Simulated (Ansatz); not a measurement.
**Cs₂SnI₆ — quadrupolar parameters**

The cell is a COD entry whose atoms were relaxed with PBE, the cell held.

```cif
data_Cs2SnI6
_symmetry_space_group_name_H-M 'Fm-3m'
_symmetry_Int_Tables_number 225
_cell_length_a 11.6300
_cell_length_b 11.6300
_cell_length_c 11.6300
_cell_angle_alpha 90.000
_cell_angle_beta 90.000
_cell_angle_gamma 90.000
loop_
_atom_site_label
_atom_site_type_symbol
_atom_site_symmetry_multiplicity
_atom_site_Wyckoff_symbol
_atom_site_fract_x
_atom_site_fract_y
_atom_site_fract_z
Cs Cs 8 c 0.2500 0.2500 0.2500
Sn Sn 4 a 0.0000 0.0000 0.0000
I I 24 e 0.2488 0.5000 0.5000
```

One atom of each set is listed; the run and its k-mesh use a cell of 9 atoms with edges of 8.22, 8.22, 8.22 Å.

Level of theory: DFT, r2SCAN, plane waves and PAW, scalar-relativistic, 500 eV cutoff, Γ-centred 5×5×5 k-points, Fermi–Dirac smearing 0.02 eV (Ansatz 0.2.0).

Conventions: |V_zz| ≥ |V_yy| ≥ |V_xx|, η = (V_xx − V_yy)/V_zz, C_Q = eQV_zz/h.

133Cs: I = 7/2, Q = -3.430 mb; I-127: I = 5/2, Q = -688.2 mb. Nuclear quadrupole moments: year-2017 set (Pyykkö).

Q: What field gradients does the calculation give at each kind of site?

A: 

| site | atoms | first shell | V_zz (10²¹ V/m²) | η | C_Q (MHz) |
| --- | --- | --- | --- | --- | --- |
| Cs | 2 | 12 I at 4.11 Å | 0.00 | – | 0 |
| Sn | 1 | 6 I at 2.89 Å | 0.00 | – | – |
| I | 6 | 1 Sn at 2.89 Å | 57.3 | 0.00 | -953 |

An axis of threefold or higher order runs through I, so V_zz lies along it and η is zero. Cs and Sn sit on a cubic site, where every gradient vanishes.

Sn has no stable isotope with a ground-state quadrupole moment in the table, so no C_Q is given.

Without spin–orbit coupling the gradients at and beside I can be off by some per cent, at some sites by more. With these PAW files V_zz is typically within 2 to 3 % of all-electron values, but misses above 10 % occur on I. With a gap of 0.2 eV on this mesh, the gradients can still move by some per cent as the k-mesh gets denser.

The run took 20 s of wall time (74 s of CPU time) and 2.1 GiB at its peak, on 4 threads of Arm Neoverse V1 (aarch64; 8 cores open to the job, memory cap 8.0 GiB, no GPU), a shared host with a load of 0.6 a core.
